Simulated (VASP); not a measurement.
# Ge (Fmmm) in VASP: settings compared

One crystal, Ge, is run at these levels: RPBE, revPBE, BLYP, AM05, PW91; tasks: band structure.

Everything below comes from runs of VASP 6.6.1. Logs are shortened: lines on timing, memory, paths and dates and some standing lists are left out, and cuts for length are marked.

## (1) The crystal as given

It takes space group Fmmm (No. 69, orthorhombic). The conventional cell has a = 5.261 Å, b = 5.771 Å, c = 10.231 Å, α = 90.00°, β = 90.00°, γ = 90.00°. Ge (site symmetry m2m) is surrounded by 5 Ge at 2.61 to 2.73 Å. Ge (site symmetry mm2) is surrounded by 6 Ge at 2.71 to 2.96 Å.

This isn't the form of Ge at room conditions, which is diamond.

## (2) Band structure, RPBE

INCAR

```
PREC = Accurate
ENCUT = 520
EDIFF = 1E-7
ISMEAR = -1
SIGMA = 0.05
LREAL = False
LASPH = True
NELM = 100
ALGO = Normal
ISIF = 2
LWAVE = False
LCHARG = False
GGA = RP
```

KPOINTS

```
regular mesh
0
Gamma
  5 5 5
```

POSCAR

```
Ge
1.0
    0.0000000000      2.8857400000      5.1156650000
    2.6304970000      0.0000000000      5.1156650000
    2.6304970000      2.8857400000      0.0000000000
Ge
4
Direct
    0.7264900000      0.2735100000      0.7264900000
    0.2735100000      0.7264900000      0.2735100000
    0.2181330000      0.2181330000      0.7818670000
    0.7818670000      0.7818670000      0.2181330000
```

KPOINTS_OPT

```
path GYCDXGZD1HC,C1Z,XH1,HY,LG
10
line-mode
reciprocal
 0.0000000000  0.0000000000  0.0000000000  G
 0.5000000000  0.0000000000  0.5000000000  Y

 0.5000000000  0.0000000000  0.5000000000  Y
 0.5000000000  0.1083705569  0.6083705569  C

 0.5000000000  0.1083705569  0.6083705569  C
 0.0286819066  0.5000000000  0.5286819066  D

 0.0286819066  0.5000000000  0.5286819066  D
 0.0000000000  0.5000000000  0.5000000000  X

 0.0000000000  0.5000000000  0.5000000000  X
 0.0000000000  0.0000000000  0.0000000000  G

 0.0000000000  0.0000000000  0.0000000000  G
 0.5000000000  0.5000000000  0.0000000000  Z

 0.5000000000  0.5000000000  0.0000000000  Z
 0.9713180934  0.5000000000  0.4713180934  D1

 0.9713180934  0.5000000000  0.4713180934  D1
 0.9098640972  0.4098640972  0.5000000000  H

 0.9098640972  0.4098640972  0.5000000000  H
 0.5000000000  0.1083705569  0.6083705569  C

 0.5000000000  0.8916294431  0.3916294431  C1
 0.5000000000  0.5000000000  0.0000000000  Z

 0.0000000000  0.5000000000  0.5000000000  X
 0.0901359028  0.5901359028  0.5000000000  H1

 0.9098640972  0.4098640972  0.5000000000  H
 0.5000000000  0.0000000000  0.5000000000  Y

 0.5000000000  0.5000000000  0.5000000000  L
 0.0000000000  0.0000000000  0.0000000000  G
```

Potentials or basis: VASP PAW PBE potentials, release 64 (Ge_d).

Command:

```
> cat potpaw_PBE.64/Ge_d/POTCAR > POTCAR
> mpirun -np 1 vasp_std > vasp.out
```

OUTCAR:

```text
PREC = Accurate
   ENCUT = 520
   EDIFF = 1E-7
   ISMEAR = -1
   LREAL = False
   LASPH = True
   NELM = 100
   ISIF = 2
   GGA = RP

 ion  position               nearest neighbor table
   1  0.726  0.274  0.726-   2 2.61   2 2.64   2 2.64   3 2.73   4 2.73
   2  0.274  0.726  0.274-   1 2.61   1 2.64   1 2.64   3 2.73   4 2.73
   3  0.218  0.218  0.782-   4 2.71   4 2.71   1 2.73   2 2.73
   4  0.782  0.782  0.218-   3 2.71   3 2.71   1 2.73   2 2.73

  LATTYP: Found a face centered orthorhombic cell.
 ALAT       =     5.2609940000
 B/A-ratio  =     1.0970322338
 C/A-ratio  =     1.9447522654

  Lattice vectors:

 A1 = (   0.0000000000,   2.8857400000,   5.1156650000)
 A2 = (   2.6304970000,   0.0000000000,   5.1156650000)
 A3 = (   2.6304970000,   2.8857400000,   0.0000000000)

Analysis of symmetry for initial positions (statically):
=====================================================================
 Subroutine PRICEL returns:
 Original cell was already a primitive cell.

 Routine SETGRP: Setting up the symmetry group for a
 face centered orthorhombic supercell.

 Subroutine GETGRP returns: Found  8 space group operations
 (whereof  8 operations were pure point group operations)
 out of a pool of  8 trial point group operations.

The static configuration has the point symmetry D_2h.

Analysis of symmetry for dynamics (positions and initial velocities):
=====================================================================
 Subroutine PRICEL returns:
 Original cell was already a primitive cell.

 Routine SETGRP: Setting up the symmetry group for a
 face centered orthorhombic supercell.

 Subroutine GETGRP returns: Found  8 space group operations
 (whereof  8 operations were pure point group operations)
 out of a pool of  8 trial point group operations.

The dynamic configuration has the point symmetry D_2h.

 Subroutine INISYM returns: Found  8 space group operations
 (whereof  8 operations are pure point group operations),
 and found     1 'primitive' translations

----------------------------------------------------------------------------------------

                                     Primitive cell

  volume of cell :      77.6653

  direct lattice vectors                    reciprocal lattice vectors
     0.000000000  2.885740000  5.115665000    -0.190078149  0.173265783  0.097739004
     2.630497000  0.000000000  5.115665000     0.190078149 -0.173265783  0.097739004
     2.630497000  2.885740000  0.000000000     0.190078149  0.173265783 -0.097739004

  length of vectors
     5.873459265  5.752351072  3.904741965     0.275142957  0.275142957  0.275142957

  position of ions in fractional coordinates (direct lattice)
     0.726490000  0.273510000  0.726490000
     0.273510000  0.726490000  0.273510000
     0.218133000  0.218133000  0.781867000
     0.781867000  0.781867000  0.218133000

  ion indices of the primitive-cell ions
   primitive index   ion index
                 1           1
                 2           2
                 3           3
                 4           4

----------------------------------------------------------------------------------------

 KPOINTS: regular mesh

Automatic generation of k-mesh.
 Grid dimensions read from file:
 generate k-points for:    5    5    5

 Generating k-lattice:

  Cartesian coordinates                     Fractional coordinates (reciprocal lattice)
    -0.038015630  0.034653157  0.019547801     0.200000000 -0.000000000 -0.000000000
     0.038015630 -0.034653157  0.019547801     0.000000000  0.200000000  0.000000000
     0.038015630  0.034653157 -0.019547801    -0.000000000  0.000000000  0.200000000

  Length of vectors
     0.055028591  0.055028591  0.055028591

  Shift w.r.t. Gamma in fractional coordinates (k-lattice)
     0.000000000  0.000000000  0.000000000

 Subroutine IBZKPT returns following result:
 ===========================================

 Found     27 irreducible k-points:

 Following reciprocal coordinates:
            Coordinates               Weight
  0.000000  0.000000  0.000000      1.000000
  0.200000 -0.000000  0.000000      8.000000
  0.400000  0.000000  0.000000      8.000000
  0.200000  0.200000  0.000000      2.000000
  0.400000  0.200000  0.000000      8.000000
 -0.400000  0.200000 -0.000000      8.000000
[... 16 lines left out ...]
 -0.400000  0.000000  0.400000      4.000000
 -0.400000  0.200000  0.400000      4.000000
 [... further k-points ...]
   k-points           NKPTS =     27   k-points in BZ     NKDIM =     27   number of bands    NBANDS=     33
   number of dos      NEDOS =    301   number of ions     NIONS =      4
   total plane-waves  NPLWV =  69120
   dimension x,y,z NGX =    48 NGY =   48 NGZ =   30
   dimension x,y,z NGXF=    96 NGYF=   96 NGZF=   60
   ions per type =               4
   NGX,Y,Z   is equivalent  to a cutoff of  13.59, 13.87, 12.77 a.u.
   NGXF,Y,Z  is equivalent  to a cutoff of  27.17, 27.74, 25.55 a.u.
 SYSTEM =  unknown system
   PREC   = accura    normal or accurate (medium, high low for compatibility)
   ISTART =      0    job   : 0-new  1-cont  2-samecut
   ICHARG =      2    charge: 1-file 2-atom 10-const
   ISPIN  =      1    spin polarized calculation?
   LNONCOLLINEAR =      F non collinear calculations
   LSORBIT =      F    spin-orbit coupling
   LASPH  =      T    aspherical Exc in radial PAW
   ENCUT  =  520.0 eV  38.22 Ry    6.18 a.u.  10.92 10.70  7.26*2*pi/ulx,y,z
   NELM   =    100;   NELMIN=  2; NELMDL= -5     # of ELM steps
   EDIFF  = 0.1E-06   stopping-criterion for ELM
   LREAL  =      F    real-space projection
   EDIFFG = 0.1E-05   stopping-criterion for IOM
   NSW    =      0    number of steps for IOM
   IBRION =     -1    ionic relax: 0-MD 1-quasi-New 2-CG
   NFREE  =      0    steps in history (QN), initial steepest desc. (CG)
   ISIF   =      2    stress and relaxation
   ISYM   =      2    0-nonsym 1-usesym 2-fastsym
   POTIM  = 0.5000    time-step for ionic-motion
   TEBEG  =    0.0;   TEEND  =   0.0 temperature during run
   PSTRESS=    0.0 pullay stress
   NELECT =      56.0000    total number of electrons
   NUPDOWN=      -1.0000    fix difference up-down
   EMIN   =  10.00;   EMAX   =-10.00  energy-range for DOS
   EFERMI =   0.00;   METHOD = LEGACY
   ISMEAR =    -1;   SIGMA  =   0.05  broadening in eV -4-tet -1-fermi 0-gaus
   EFERMI_NEDOS =   21; number of points for ismear=-14 and -15
   IALGO  =     38    algorithm
   IMIX   =      4    mixing-type and parameters
     AMIX     =   0.40;   BMIX     =  1.00
     AMIX_MAG =   1.60;   BMIX_MAG =  1.00
  volume/ion in A,a.u.               =      19.42       131.03
  Fermi-wavevector in a.u.,A,eV,Ry     =   1.468008  2.774133 29.321208  2.155048
  Thomas-Fermi vector in A             =   2.583557
   LORBIT       =      0    0 simple, 1 ext, 2 COOP (PROOUT), +10 PAW based schemes
   GGA     = RP    functional components
   LHFCALC =     F    Hartree Fock is set to
   AEXX    =    0.0000 exact exchange contribution
   IVDW    =     0    specifies the selected vdW correction
   LEPSILON=     F    determine dielectric tensor
   LRPA    =     F    only Hartree local field effects (RPA)
 non-spin polarized calculation
  energy-cutoff  :      520.00
  volume of cell :       77.67
 maximum number of plane-waves:      2109
 NGX is ok and might be reduce to    48
   NGX = 21   NGY = 21   NGZ = 15

 number of electron      55.9999999 magnetization

 Free energy of the ion-electron system (eV)
  ---------------------------------------------------
  ext. energy  EPLUGINS =         0.00000000
  ---------------------------------------------------
  free energy    TOTEN  =       -15.59199202 eV

  energy without entropy =      -15.57048605  energy(sigma->0) =      -15.58123904

 E-fermi :   6.3399     XC(G=0): -10.9758

 val. band max:        6.3122206668   @ k =  -0.4000   0.2000  -0.0000
 cond. band min:       6.4469910871   @ k =   0.2000  -0.0000   0.0000
 fundamental gap:      0.1347704202
 Fermi energy:         6.3398582470

 k-point     1 :       0.0000    0.0000    0.0000
  band No.  band energies     occupation
      1     -18.3907      2.00000
      2     -18.3681      2.00000
      3     -18.3268      2.00000
      4     -18.3159      2.00000
      5     -18.3157      2.00000
      6     -18.3129      2.00000
[... 25 lines left out ...]
     32      10.5193      0.00000
     33      12.6897      0.00000

 k-point     2 :       0.2000   -0.0000    0.0000
  band No.  band energies     occupation
      1     -18.3733      2.00000
      2     -18.3534      2.00000
      3     -18.3243      2.00000
      4     -18.3179      2.00000
      5     -18.3111      2.00000
      6     -18.3078      2.00000
[... 25 lines left out ...]
     32      11.1803      0.00000
     33      11.4985      0.00000

 k-point     3 :       0.4000    0.0000    0.0000
  band No.  band energies     occupation
      1     -18.3422      2.00000
      2     -18.3309      2.00000
      3     -18.3238      2.00000
      4     -18.3131      2.00000
      5     -18.2959      2.00000
      6     -18.2834      2.00000
[... 25 lines left out ...]
     32       8.8699      0.00000
     33      10.0738      0.00000

 k-point     4 :       0.2000    0.2000    0.0000
  band No.  band energies     occupation
      1     -18.3865      2.00000
      2     -18.3679      2.00000
      3     -18.3238      2.00000
      4     -18.3164      2.00000
      5     -18.3105      2.00000
      6     -18.3007      2.00000
[... 25 lines left out ...]
     32      10.5352      0.00000
     33      11.4112      0.00000

 k-point     5 :       0.4000    0.2000    0.0000
  band No.  band energies     occupation
      1     -18.3679      2.00000
      2     -18.3509      2.00000
      3     -18.3241      2.00000
      4     -18.3138      2.00000
      5     -18.3063      2.00000
      6     -18.2996      2.00000
[... 604 lines left out ...]
 k-point    22 :       0.4000    0.0000    0.4000
  band No.  band energies     occupation
      1     -18.3482      2.00000
      2     -18.3353      2.00000
      3     -18.3251      2.00000
      4     -18.3025      2.00000
      5     -18.2956      2.00000
      6     -18.2837      2.00000
[... 25 lines left out ...]
     32      11.1945      0.00000
     33      13.4880      0.00000

 k-point    23 :      -0.4000    0.0000    0.4000
  band No.  band energies     occupation
      1     -18.3394      2.00000
      2     -18.3307      2.00000
      3     -18.3112      2.00000
      4     -18.3104      2.00000
      5     -18.3020      2.00000
      6     -18.2822      2.00000
[... 25 lines left out ...]
     32      11.3738      0.00000
     33      13.5678      0.00000

 k-point    24 :      -0.4000    0.2000    0.4000
  band No.  band energies     occupation
      1     -18.3573      2.00000
      2     -18.3420      2.00000
      3     -18.3174      2.00000
      4     -18.3054      2.00000
      5     -18.2992      2.00000
      6     -18.2918      2.00000
[... 25 lines left out ...]
     32      11.4927      0.00000
     33      12.5478      0.00000

 [... further k-points ...]

------------------------ aborting loop because EDIFF is reached ----------------------------------------

  FORCE on cell =-STRESS in cart. coord.  units (eV):
  Direction    XX          YY          ZZ          XY          YZ          ZX
  --------------------------------------------------------------------------------------
  -------------------------------------------------------------------------------------
  Total        0.8721028      0.6404204      0.6085596     -0.0000000      0.0000000      0.0000000
  in kB       17.9908291     13.2113943     12.5541298     -0.0000000      0.0000000      0.0000000
  external PRESSURE =      14.5854511 kB  Pullay stress =       0.0000000 kB

 VOLUME and BASIS-vectors are now :
 -----------------------------------------------------------------------------
  energy-cutoff  :      520.00
  volume of cell :       77.67
      direct lattice vectors                 reciprocal lattice vectors
     0.000000000  2.885740000  5.115665000    -0.190078149  0.173265783  0.097739004
     2.630497000  0.000000000  5.115665000     0.190078149 -0.173265783  0.097739004
     2.630497000  2.885740000  0.000000000     0.190078149  0.173265783 -0.097739004

 POSITION                                       TOTAL-FORCE (eV/Angst)
 -----------------------------------------------------------------------------------
      2.63050      4.19292      5.11566         0.000000     -0.042492      0.000000
      2.63050      1.57856      5.11566         0.000000      0.042492      0.000000
      2.63050      2.88574      2.23179         0.000000      0.000000     -0.070334
      2.63050      2.88574      7.99954         0.000000      0.000000      0.070334
 -----------------------------------------------------------------------------------
    total drift:                                0.000000      0.000000      0.000000

  FREE ENERGIE OF THE ION-ELECTRON SYSTEM (eV)
  ---------------------------------------------------
  free  energy   TOTEN  =       -15.5919920246 eV

  energy  without entropy=      -15.5704860508  energy(sigma->0) =      -15.58123904
```

Wall time 6.4 min (1 thread of Intel Xeon Platinum 8559C (Emerald Rapids), shared host); peak memory 0.27 GiB.

Results:

```yaml
Free_energy: -15.5920 eV
Pressure: 1.5 GPa
Largest_force: 0.070 eV/Å
Band_gap_along_the_path: none (metal or under the smearing width)
```

Forces in eV/Å, atoms in the order of the input:
```
Ge   0.000 -0.042  0.000
Ge   0.000  0.042  0.000
Ge   0.000  0.000 -0.070
Ge   0.000  0.000  0.070
```

Levels at the corners of the path, in eV from the Fermi level:
```
point  band 26  band 27  band 28  band 29  band 30  band 31  band 32  band 33
    Γ    -2.24    -1.88    -1.74    -1.54     3.01     3.76     4.18     6.35
    Y    -4.04    -3.07    -2.54    -1.14    -0.73     3.69     4.85     7.14
    Y    -4.04    -3.07    -2.54    -1.14    -0.73     3.69     4.85     7.14
    C    -2.65    -2.55    -2.31    -0.90    -0.40     2.97     3.78     7.74
    C    -2.65    -2.55    -2.31    -0.90    -0.40     2.97     3.78     7.86
    D    -5.04    -3.31    -1.94    -1.76     2.88     3.81     4.06     6.10
    D    -5.04    -3.31    -1.94    -1.76     2.88     3.81     4.06     6.13
    X    -5.14    -3.33    -1.96    -1.77     2.87     3.89     4.15     6.03
    X    -5.14    -3.33    -1.96    -1.77     2.87     3.89     4.15     6.16
    Γ    -2.24    -1.88    -1.74    -1.54     3.01     3.76     4.18     6.35
    Γ    -2.24    -1.88    -1.74    -1.54     3.01     3.76     4.18     6.35
    Z    -1.77    -0.13     0.63     1.14     1.30     2.09     2.83     5.04
    Z    -1.77    -0.13     0.63     1.14     1.30     2.09     2.83     5.04
   D1    -5.04    -3.31    -1.94    -1.76     2.88     3.81     4.06     6.16
   D1    -5.04    -3.31    -1.94    -1.76     2.88     3.81     4.06     6.10
    H    -5.01    -3.70    -1.94    -1.43     3.12     3.28     3.50     6.56
    H    -5.01    -3.70    -1.94    -1.43     3.12     3.28     3.50     6.52
    C    -2.65    -2.55    -2.31    -0.90    -0.40     2.97     3.78     7.74
   C1    -2.65    -2.55    -2.31    -0.90    -0.40     2.97     3.78     7.74
    Z    -1.77    -0.13     0.63     1.14     1.30     2.09     2.83     5.04
    X    -5.14    -3.33    -1.96    -1.77     2.87     3.89     4.15     6.04
   H1    -5.01    -3.70    -1.94    -1.43     3.12     3.28     3.50     6.52
    H    -5.01    -3.70    -1.94    -1.43     3.12     3.28     3.50     6.53
    Y    -4.04    -3.07    -2.54    -1.14    -0.73     3.69     4.85     7.14
    L    -1.52    -0.72     0.86     1.07     1.26     2.42     2.51     3.57
    Γ    -2.24    -1.88    -1.74    -1.54     3.01     3.76     4.18     6.35
```

Caveat: the PAW data sets were made with another functional, which shifts forces and pressure a little.

## (3) Band structure, revPBE

INCAR, as its differences from that of step 2:

```diff
@@ -12,2 +12,2 @@
 LCHARG = False
-GGA = RP
+GGA = RE
```

KPOINTS is that of step 2.

POSCAR is that of step 2.

KPOINTS_OPT is that of step 2.

Potentials or basis: VASP PAW PBE potentials, release 64 (Ge_d).

Command:

```
> cat potpaw_PBE.64/Ge_d/POTCAR > POTCAR
> mpirun -np 1 vasp_std > vasp.out
```

Wall time 6.5 min (1 thread of Intel Xeon Platinum 8559C (Emerald Rapids), shared host); peak memory 0.28 GiB.

The run converged. Its results:

- Free energy: -15.8352 eV
- Pressure: 1.0 GPa
- Largest force: 0.073 eV/Å
- Band gap along the path: none (metal or under the smearing width)

Forces on the atoms (eV/Å):
```
Ge   0.000 -0.042  0.000
Ge   0.000  0.042  0.000
Ge   0.000  0.000 -0.073
Ge   0.000  0.000  0.073
```

Stress tensor (GPa, compression positive):
```
1.34 0.00 0.00
0.00 0.86 0.00
0.00 0.00 0.81
```

Levels at the corners of the path, in eV from the Fermi level:
| point | band 25 | band 26 | band 27 | band 28 | band 29 | band 30 | band 31 | band 32 | band 33 |
| --- | --- | --- | --- | --- | --- | --- | --- | --- | --- |
| Γ | -2.77 | -2.24 | -1.88 | -1.74 | -1.53 | 3.02 | 3.77 | 4.17 | 6.34 |
| Y | -4.49 | -4.04 | -3.07 | -2.54 | -1.13 | -0.73 | 3.68 | 4.84 | 7.14 |
| Y | -4.49 | -4.04 | -3.07 | -2.54 | -1.13 | -0.73 | 3.68 | 4.84 | 7.14 |
| C | -3.23 | -2.65 | -2.55 | -2.31 | -0.90 | -0.40 | 2.97 | 3.77 | 7.73 |
| C | -3.23 | -2.65 | -2.55 | -2.31 | -0.90 | -0.40 | 2.97 | 3.77 | 7.85 |
| D | -5.60 | -5.04 | -3.32 | -1.94 | -1.76 | 2.89 | 3.81 | 4.05 | 6.09 |
| D | -5.60 | -5.04 | -3.32 | -1.94 | -1.76 | 2.89 | 3.81 | 4.05 | 6.12 |
| X | -5.62 | -5.14 | -3.34 | -1.96 | -1.77 | 2.88 | 3.89 | 4.15 | 6.02 |
| X | -5.62 | -5.14 | -3.34 | -1.96 | -1.77 | 2.88 | 3.89 | 4.15 | 6.16 |
| Γ | -2.77 | -2.24 | -1.88 | -1.74 | -1.53 | 3.02 | 3.77 | 4.17 | 6.34 |
| Γ | -2.77 | -2.24 | -1.88 | -1.74 | -1.53 | 3.02 | 3.77 | 4.17 | 6.34 |
| Z | -2.04 | -1.77 | -0.13 | 0.62 | 1.14 | 1.29 | 2.09 | 2.83 | 5.04 |
| Z | -2.04 | -1.77 | -0.13 | 0.62 | 1.14 | 1.29 | 2.09 | 2.83 | 5.04 |
| D1 | -5.60 | -5.04 | -3.32 | -1.94 | -1.76 | 2.89 | 3.81 | 4.05 | 6.16 |
| D1 | -5.60 | -5.04 | -3.32 | -1.94 | -1.76 | 2.89 | 3.81 | 4.05 | 6.09 |
| H | -5.57 | -5.00 | -3.70 | -1.94 | -1.43 | 3.13 | 3.28 | 3.49 | 6.55 |
| H | -5.57 | -5.00 | -3.70 | -1.94 | -1.43 | 3.13 | 3.28 | 3.49 | 6.52 |
| C | -3.23 | -2.65 | -2.55 | -2.31 | -0.90 | -0.40 | 2.97 | 3.77 | 7.73 |
| C1 | -3.23 | -2.65 | -2.55 | -2.31 | -0.90 | -0.40 | 2.97 | 3.77 | 7.73 |
| Z | -2.04 | -1.77 | -0.13 | 0.62 | 1.14 | 1.29 | 2.09 | 2.83 | 5.04 |
| X | -5.62 | -5.14 | -3.34 | -1.96 | -1.77 | 2.88 | 3.89 | 4.15 | 6.03 |
| H1 | -5.57 | -5.00 | -3.70 | -1.94 | -1.43 | 3.13 | 3.28 | 3.49 | 6.52 |
| H | -5.57 | -5.00 | -3.70 | -1.94 | -1.43 | 3.13 | 3.28 | 3.49 | 6.52 |
| Y | -4.49 | -4.04 | -3.07 | -2.54 | -1.13 | -0.73 | 3.68 | 4.84 | 7.14 |
| L | -1.87 | -1.52 | -0.71 | 0.86 | 1.07 | 1.26 | 2.42 | 2.50 | 3.57 |
| Γ | -2.77 | -2.24 | -1.88 | -1.74 | -1.53 | 3.02 | 3.77 | 4.17 | 6.34 |

Caveat: the PAW data sets were made with another functional, which shifts forces and pressure a little.

(Part 1 of 2 ends here.)
